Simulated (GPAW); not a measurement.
# Ru (P6_3/mmc) in GPAW: further runs, part 2 of 2

GPAW 26.7.0. The steps go on from the part before.

**3. Relaxation of cell and atoms, PBEsol+D3**

The input, run.py:

```python
from ase import Atoms
from ase.calculators.mixing import SumCalculator
from ase.filters import FrechetCellFilter
from ase.io import write
from ase.optimize import BFGS
from dftd3.ase import DFTD3
from gpaw import GPAW, PW, setup_paths

setup_paths.insert(0, '.')

atoms = Atoms(['Ru', 'Ru'],
              cell=[[2.7058, 0.0, 0.0],
                    [-1.3529, 2.3432915376, 0.0],
                    [0.0, 0.0, 4.2819]],
              scaled_positions=[[0.6666666667, 0.3333333333, 0.75],
                                [0.3333333333, 0.6666666667, 0.25]],
              pbc=True)

calc = GPAW(mode=PW(600),
            xc='PBEsol',
            kpts={'size': (8, 8, 5), 'gamma': True},
            occupations={'name': 'fermi-dirac', 'width': 0.05},
            nbands=29,
            convergence={'density': 1e-05, 'forces': 0.0001},
            maxiter=150,
            txt='gpaw.txt')
atoms.calc = SumCalculator([calc, DFTD3(method='pbesol', damping='d3zero')])
opt = BFGS(FrechetCellFilter(atoms), trajectory='relax.traj', logfile='-')
done = opt.run(fmax=0.02, steps=60)
calc.write('gs.gpw')
write('result.traj', atoms)
print('Converged:', done)
print('Cell:', atoms.cell.cellpar().round(4))
print('Volume:', round(atoms.get_volume(), 4))
print(atoms.get_scaled_positions().round(5))
```

Potentials or basis: PAW data sets generated in the run's folder for this functional, pw.

Started as:

```
$ gpaw-setup -f PBEsol Ru
$ OMP_NUM_THREADS=1 python run.py
```

Run time: 31 s. Hardware: 1 thread of Intel Xeon 6975P-C (Granite Rapids), shared host; peak memory 0.22 GiB.

Results (log left out):

```
Free energy                            : -21.7638 eV
Relaxed volume                         : 13.01 Å³/atom
Relaxed cell                           : a = 2.669 Å, b = 2.669 Å, c = 4.220 Å, α = 90.00°, β = 90.00°, γ = 120.00°
Space group after relaxing (to 0.05 Å) : P6_3/mmc (No. 194)
Energy gained by relaxing              : 24.1 meV/atom
Ionic steps                            : 4
Pressure after relaxing                : 0.0 GPa
Band gap on the k mesh                 : none (metal or under the smearing width)
Dispersion energy per atom             : -0.463 eV
```

Stress tensor (GPa, compression positive):
```
-0.06  0.00  0.00
 0.00 -0.06  0.00
 0.00  0.00  0.10
```

The path:
| step | energy change (eV) | largest force (eV/Å) | pressure (GPa) | volume (Å³) |
| --- | --- | --- | --- | --- |
| 1 | 0.0000 | 0.0000 | -13.79 | 27.15 |
| 2 | -0.0406 | 0.0000 | -5.96 | 26.48 |
| 3 | -0.0482 | 0.0000 | 0.37 | 26.00 |
| 4 | -0.0483 | 0.0000 | -0.01 | 26.03 |

Final structure:
```
Ru
1.0
     2.66876    0.00000    0.00000
    -1.33438    2.31122    0.00000
     0.00000    0.00000    4.21954
Ru
2
Direct
  0.66667 0.33333 0.75000
  0.33333 0.66667 0.25000
```

Levels at points of the mesh, in eV from the Fermi level:
```csv
k point,band 12,band 13,band 14,band 15,band 16,band 17,band 18,band 19,band 20,band 21
"(0.00, 0.00, 0.00)",-2.75,-2.56,-2.02,-2.02,-1.48,-1.48,1.27,1.27,1.34,10.83
"(0.50, 0.50, 0.00)",-3.21,-2.18,-1.87,-1.59,1.55,2.00,2.07,4.31,6.45,11.51
```

Caveat: later steps reuse the first step's grids; pairwise dispersion overbinds metals, which lowers pressure and volume.

**4. Relaxation of cell and atoms, PBEsol+D3(BJ)**

run.py, as its differences from that of step 3:

```diff
@@ -26,3 +26,3 @@
             txt='gpaw.txt')
-atoms.calc = SumCalculator([calc, DFTD3(method='pbesol', damping='d3zero')])
+atoms.calc = SumCalculator([calc, DFTD3(method='pbesol', damping='d3bj')])
 opt = BFGS(FrechetCellFilter(atoms), trajectory='relax.traj', logfile='-')
```

Started as:

```
$ gpaw-setup -f PBEsol Ru
$ OMP_NUM_THREADS=1 python run.py
```

It took 33 s on 1 thread of Intel Xeon 6975P-C (Granite Rapids), shared host; peak memory 0.22 GiB.

It converged, with:

```
Free energy                            : -22.0776 eV
Relaxed volume                         : 12.99 Å³/atom
Relaxed cell                           : a = 2.667 Å, b = 2.667 Å, c = 4.217 Å, α = 90.00°, β = 90.00°, γ = 120.00°
Space group after relaxing (to 0.05 Å) : P6_3/mmc (No. 194)
Energy gained by relaxing              : 26.5 meV/atom
Ionic steps                            : 4
Pressure after relaxing                : 0.0 GPa
Band gap on the k mesh                 : none (metal or under the smearing width)
Dispersion energy per atom             : -0.621 eV
```

Stress tensor (GPa, compression positive):
```
-0.06  0.00  0.00
 0.00 -0.06  0.00
 0.00  0.00  0.09
```

The path:
```csv
step,energy change (eV),largest force (eV/Å),pressure (GPa),volume (Å³)
1,0.0000,0.0000,-14.52,27.15
2,-0.0449,0.0000,-6.20,26.44
3,-0.0530,0.0000,0.40,25.95
4,-0.0531,0.0000,-0.01,25.98
```

Final structure:
```cif
data_structure
_symmetry_space_group_name_H-M 'P 1'
_symmetry_Int_Tables_number 1
_cell_length_a 2.6672
_cell_length_b 2.6672
_cell_length_c 4.2173
_cell_angle_alpha 90.000
_cell_angle_beta 90.000
_cell_angle_gamma 120.000
_cell_volume 25.98
loop_
_atom_site_label
_atom_site_type_symbol
_atom_site_fract_x
_atom_site_fract_y
_atom_site_fract_z
_atom_site_occupancy
Ru1 Ru 0.66667 0.33333 0.75000 1
Ru2 Ru 0.33333 0.66667 0.25000 1
```

Levels at points of the mesh, in eV from the Fermi level:
```csv
k point,band 14,band 15,band 16,band 17,band 18,band 19
"(0.00, 0.00, 0.00)",-2.03,-2.03,-1.48,-1.48,1.27,1.27
"(0.50, 0.50, 0.00)",-1.87,-1.60,1.55,2.00,2.08,4.32
```

Caveat: later steps reuse the first step's grids; pairwise dispersion overbinds metals, which lowers pressure and volume.

**5. Relaxation of cell and atoms, PBEsol+D3(BJ)+ATM**

run.py, as its differences from that of step 4:

```diff
@@ -26,3 +26,3 @@
             txt='gpaw.txt')
-atoms.calc = SumCalculator([calc, DFTD3(method='pbesol', damping='d3bj')])
+atoms.calc = SumCalculator([calc, DFTD3(damping='d3bj', params_tweaks=dict(method='pbesol', atm=True))])
 opt = BFGS(FrechetCellFilter(atoms), trajectory='relax.traj', logfile='-')
```

Started as:

```
$ gpaw-setup -f PBEsol Ru
$ OMP_NUM_THREADS=1 python run.py
```

Wall time 35 s (1 thread of Intel Xeon 6975P-C (Granite Rapids), shared host); peak memory 0.22 GiB.

The run converged. Its results:

```
Free energy                            : -21.9182 eV
Relaxed volume                         : 13.06 Å³/atom
Relaxed cell                           : a = 2.672 Å, b = 2.672 Å, c = 4.224 Å, α = 90.00°, β = 90.00°, γ = 120.00°
Space group after relaxing (to 0.05 Å) : P6_3/mmc (No. 194)
Energy gained by relaxing              : 20.4 meV/atom
Ionic steps                            : 4
Pressure after relaxing                : 0.0 GPa
Band gap on the k mesh                 : none (metal or under the smearing width)
Dispersion energy per atom             : -0.538 eV
```

Stress tensor (GPa, compression positive):
```
-0.04  0.00  0.00
 0.00 -0.04  0.00
 0.00  0.00  0.05
```

Step by step:
| step | energy change (eV) | largest force (eV/Å) | pressure (GPa) | volume (Å³) |
| --- | --- | --- | --- | --- |
| 1 | 0.0000 | 0.0000 | -12.80 | 27.15 |
| 2 | -0.0346 | 0.0000 | -5.40 | 26.53 |
| 3 | -0.0407 | 0.0000 | 0.31 | 26.10 |
| 4 | -0.0407 | 0.0000 | -0.01 | 26.12 |

Final structure:
```
CELL_PARAMETERS angstrom
2.67201 0.00000 0.00000
-1.33601 2.31403 0.00000
0.00000 0.00000 4.22438
ATOMIC_POSITIONS crystal
Ru 0.66667 0.33333 0.75000
Ru 0.33333 0.66667 0.25000
```

Levels at points of the mesh, in eV from the Fermi level:
```tsv
k point	band 13	band 14	band 15	band 16	band 17	band 18	band 19	band 20
(0.00, 0.00, 0.00)	-2.54	-2.01	-2.01	-1.47	-1.47	1.26	1.26	1.33
(0.50, 0.50, 0.00)	-2.17	-1.86	-1.58	1.54	1.99	2.06	4.29	6.42
```

Caveat: later steps reuse the first step's grids; pairwise dispersion overbinds metals, which lowers pressure and volume.

**6. Relaxation of cell and atoms, PBEsol+D4**

run.py, as its differences from that of step 5:

```diff
@@ -5,3 +5,3 @@
 from ase.optimize import BFGS
-from dftd3.ase import DFTD3
+from dftd4.ase import DFTD4
 from gpaw import GPAW, PW, setup_paths
@@ -26,3 +26,3 @@
             txt='gpaw.txt')
-atoms.calc = SumCalculator([calc, DFTD3(damping='d3bj', params_tweaks=dict(method='pbesol', atm=True))])
+atoms.calc = SumCalculator([calc, DFTD4(method='pbesol')])
 opt = BFGS(FrechetCellFilter(atoms), trajectory='relax.traj', logfile='-')
```

Potentials or basis: PAW data sets generated in the run's folder for this functional, pw.

Started as:

```
$ gpaw-setup -f PBEsol Ru
$ OMP_NUM_THREADS=1 python run.py
```

Wall time 35 s (1 thread of Intel Xeon 6975P-C (Granite Rapids), shared host); peak memory 0.2 GiB.

The run converged. Its results:

```
Free energy                            : -21.4753 eV
Relaxed volume                         : 13.14 Å³/atom
Relaxed cell                           : a = 2.677 Å, b = 2.677 Å, c = 4.233 Å, α = 90.00°, β = 90.00°, γ = 120.00°
Space group after relaxing (to 0.05 Å) : P6_3/mmc (No. 194)
Energy gained by relaxing              : 14.3 meV/atom
Ionic steps                            : 4
Pressure after relaxing                : 0.0 GPa
Band gap on the k mesh                 : none (metal or under the smearing width)
Dispersion energy per atom             : -0.314 eV
```

The path:
```tsv
step	energy change (eV)	largest force (eV/Å)	pressure (GPa)	volume (Å³)
1	0.0000	0.0000	-10.75	27.15
2	-0.0243	0.0000	-4.53	26.62
3	-0.0285	0.0000	0.22	26.26
4	-0.0286	0.0000	0.00	26.28
```

Final structure:
```
CELL_PARAMETERS angstrom
2.67748 0.00000 0.00000
-1.33874 2.31876 0.00000
0.00000 0.00000 4.23252
ATOMIC_POSITIONS crystal
Ru 0.66667 0.33333 0.75000
Ru 0.33333 0.66667 0.25000
```

Levels at points of the mesh, in eV from the Fermi level:
| k point | band 13 | band 14 | band 15 | band 16 | band 17 | band 18 | band 19 | band 20 |
| --- | --- | --- | --- | --- | --- | --- | --- | --- |
| (0.00, 0.00, 0.00) | -2.52 | -1.99 | -1.99 | -1.45 | -1.45 | 1.25 | 1.25 | 1.33 |
| (0.50, 0.50, 0.00) | -2.15 | -1.85 | -1.57 | 1.52 | 1.97 | 2.04 | 4.26 | 6.37 |

Caveat: later steps reuse the first step's grids; pairwise dispersion overbinds metals, which lowers pressure and volume.

**7. Summary**

| level | gap on the mesh (eV) | pressure (GPa) | relaxed volume (Å³/atom) |
| --- | --- | --- | --- |
| PBEsol | none | 0.1 | 13.26 |
| PBEsol+D3 | none | 0.0 | 13.01 |
| PBEsol+D3(BJ) | none | 0.0 | 12.99 |
| PBEsol+D3(BJ)+ATM | none | 0.0 | 13.06 |
| PBEsol+D4 | none | 0.0 | 13.14 |

Alike in all rows: task relaxation of cell and atoms; potentials or basis PAW data sets generated in the run's folder for this functional, pw; no spin polarisation; cell relaxed; k mesh 8 × 8 × 5; cutoff (eV) 600; smearing fermi-dirac 0.05 eV.

Caveats: later steps reuse the first step's grids; pairwise dispersion overbinds metals, which lowers pressure and volume (some runs).

Absolute energies hang on the potentials; compare differences alone.
